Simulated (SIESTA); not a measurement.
# InP under changes of volume

One of the cells (25.167 Å³/atom); the others are scaled copies at fixed shape and fractional positions:

```xyz
2
Lattice="0.0000 2.9305 2.9305 2.9305 0.0000 2.9305 2.9305 2.9305 0.0000" Properties=species:S:1:pos:R:3 pbc="T T T"
In    0.0000    0.0000    0.0000
P     4.3957    4.3957    4.3957
```

| Property | Result |
| --- | --- |
| Program | SIESTA 5.4.2 |
| Functional | PBE |
| Potentials or basis | PseudoDojo 0.4 standard (PBE files) |
| Basis | DZ (energy shift 0.01 Ry) |
| Grid cutoff | 500 Ry |
| Energy shift | 0.01 Ry |
| k mesh | 8 × 8 × 8 |
| Occupations | fermi-dirac, width 0.05 eV |
| Spin | no spin polarisation |

| volume (Å³/atom) | energy over the lowest point (meV/atom) | pressure (GPa) | gap on the mesh (eV) |
| --- | --- | --- | --- |
| 23.657 | ? | ? | ? |
| 24.160 | 57.09 | 7.9 | 1.14 |
| 24.663 | 35.47 | 6.0 | 1.01 |
| 25.167 | 19.53 | 4.2 | 0.89 |
| 25.670 | 8.62 | 2.7 | 0.77 |
| 26.173 | 2.31 | 1.4 | 0.65 |
| 26.677 | 0.00 | 0.1 | 0.54 |

What does the run at 23.657 Å³/atom give?

Energy over the lowest point 85.04 meV/atom; pressure 9.9 GPa; gap on the mesh 1.26 eV.

Worked out: A Birch-Murnaghan fit of order 3 (a polynomial in V^(-2/3)) to the other rows has its minimum at 26.73 Å³/atom, just outside them, with B0 = V·E''(V) = 60 GPa and B' = 4.9. It gives 85.04 meV/atom at 23.657 Å³/atom, against the run's 85.04, and -dE/dV = 10.0 GPa, against 9.9. A straight line through the other rows of the gap, of slope -6.06 eV per unit of ln V (its deformation potential), extrapolates to 1.26 eV, against the run's 1.26.

Energies are extrapolated to zero smearing.

Caveats: the basis has no polarisation orbitals; semicore shells carry a single zeta, which can move pressures by several GPa and volumes by a few percent; spin-orbit coupling is left out, which moves the levels of the heavy elements; the basis of atomic orbitals isn't converged, which shifts pressures, moduli and gaps.

A mesh can miss the band edges.
